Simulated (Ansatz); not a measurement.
Trial inputs on Sr

The reference input for Ansatz (plane-wave DFT with PAW):

```yaml
crystal:
  lattice:
    - [-3.706358277, 3.706358277, 2.0208764669]
    - [3.706358277, -3.706358277, 2.0208764669]
    - [3.706358277, 3.706358277, -2.0208764669]
  atoms:
    - { symbol: Sr, position: [0.75, 0.25, 0.5] }
    - { symbol: Sr, position: [0.0, 0.0, 0.0] }
basis:
  ecutwfc: 420
kpoints:
  mp_grid: { grid: [4, 4, 4] }
hamiltonian:
  xc: pbe
scf:
  occupations: { method: gaussian, width: 0.1 }
output:
  forces: true
  stress: true
  eigenvalues: true
```

Command:

```bash
ansatz run input.yaml --threads 1 --pin off --max-ram 1331MiB --backend cpu --events-out ev --progress --plain --runs-dir out
```

The run converges in 6 SCF iterations on 13 irreducible k-points: pressure 0.50 GPa, no gap.

Settings here are deliberately varied, not converged. Each trial's input is given as a difference from the reference's; energies are extrapolated to zero smearing where there is one, and pressure is positive in compression. Charged cells sit in a uniform background, and their pressures hang on that convention.

Trial 1 (origin moved):

```diff
 crystal:
   atoms:
-    - { symbol: Sr, position: [0.75, 0.25, 0.5] }
-    - { symbol: Sr, position: [0.0, 0.0, 0.0] }
+    - { symbol: Sr, position: [1.156, 0.388, 1.316], spin: 5.0 }
+    - { symbol: Sr, position: [0.406, 0.138, 0.816] }
+total_charge: 0.25
 basis:
+  ecutrho_ratio: 6
 kpoints:
-  mp_grid: { grid: [4, 4, 4] }
+  mp_grid: { grid: [1, 1, 1] }
 scf:
+  lower_state_search: "off"
+  mixing: { algorithm: anderson, preconditioner: kerker }
+  initial_density: { chi_scale: 0, normalization: atom }
+  max_iter: 72
 output:
+  populations: true
+magnetization:
+  spin_polarized: true
+  magnetic_field: [0, 0, 10]
```

The program refuses the input:

```text
Error: inconsistent input (magnetization.magnetic_field, magnetization.spin_polarized): is a list, and a spin_polarized run has one axis for its moments and the field — type the one component along it in T, or set noncollinear: true in place of spin_polarized: true
```

Next try, with these keys changed back:

```diff
 crystal:
   atoms:
-    - { symbol: Sr, position: [1.156, 0.388, 1.316], spin: 5.0 }
+    - { symbol: Sr, position: [1.156, 0.388, 1.316] }
 output:
-  populations: true
-magnetization:
-  spin_polarized: true
-  magnetic_field: [0, 0, 10]
```

The run converges in 9 SCF iterations on 1 irreducible k-point: pressure -4.16 GPa (with the neutralising background of the charged cell), no gap.

Trial 2:

```diff
 hamiltonian:
-  xc: pbe
+  xc: lda
```

The run converges in 6 SCF iterations on 13 irreducible k-points: pressure -0.74 GPa, no gap.

Trial 3:

```diff
+total_charge: 0.25
```

The run converges in 7 SCF iterations on 13 irreducible k-points: pressure 1.57 GPa (with the neutralising background of the charged cell), no gap.

Trial 4:

```diff
 crystal:
+  cell: [4, 4, 4]
 hamiltonian:
-  xc: pbe
+  xc: pbesol
+  dispersion: d4
 scf:
+  max_iter: 80
+  convergence: { dr2_threshold: "1e-7 eV" }
```

The program refuses the input:

```text
Error: YAML parse error: error: line 9 column 3: unknown field `cell`, expected one of checkpoint, saddle_side, structure_sha256, lattice, periodic, space_group, setting, atoms, reduce_to_primitive, conventional_axes, supercell, defects, symmetry, host
```

Next try, without the unknown key:

```diff
 crystal:
-  cell: [4, 4, 4]
```

The run converges in 6 SCF iterations on 13 irreducible k-points: pressure -0.28 GPa, no gap. It warns that the SCF threshold is loose for the stress.

Trial 5 (volume scaled):

```diff
 crystal:
   lattice:
-    - [-3.706358277, 3.706358277, 2.0208764669]
-    - [3.706358277, -3.706358277, 2.0208764669]
-    - [3.706358277, 3.706358277, -2.0208764669]
+    - [-3.9385933835, 3.9385933835, 2.1475016948]
+    - [3.9385933835, -3.9385933835, 2.1475016948]
+    - [3.9385933835, 3.9385933835, -2.1475016948]
+total_charge: 0.1
 basis:
+  precision: f64
 hamiltonian:
+  dispersion: d4
 output:
+  populations: true
```

The run converges in 6 SCF iterations on 13 irreducible k-points: pressure -0.82 GPa (with the neutralising background of the charged cell), no gap.

Trial 6:

```diff
 basis:
-  ecutwfc: 420
+  ecutwfc: 330
+  xc_grid: 4
```

The run converges in 6 SCF iterations on 13 irreducible k-points: energy 0.72 meV per atom above the reference, pressure 0.50 GPa, no gap. It warns that the cutoff lies under the recommended one, 420 eV for these potentials.